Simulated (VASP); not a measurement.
The system is CaO.

```
Ca O
1.0
     0.00000    2.40356    2.40356
     2.40356    0.00000    2.40356
     2.40356    2.40356    0.00000
Ca O
1 1
Direct
  0.00000 0.00000 0.00000
  0.50000 0.50000 0.50000
```

The cell is a database's computed one.

Base run:

* Program: VASP 6.6.1
* Functional: TB-mBJ
* Potentials or basis: VASP PAW PBE potentials, release 64 (Ca_sv, O)
* Cutoff: 520 eV
* k mesh: 10 × 10 × 10
* Occupations: gaussian, width 0.02 eV
* Spin: no spin polarisation

Its results: band gap on the k mesh 5.26 eV, indirect (least direct gap 5.57 eV).

Problem. The run is repeated on the same cell with these changes: functional from TB-mBJ to r2SCAN. What comes out?

Solution. Band gap on the k mesh 4.19 eV, indirect (least direct gap 4.56 eV).

Not every run made on this cell is shown here.
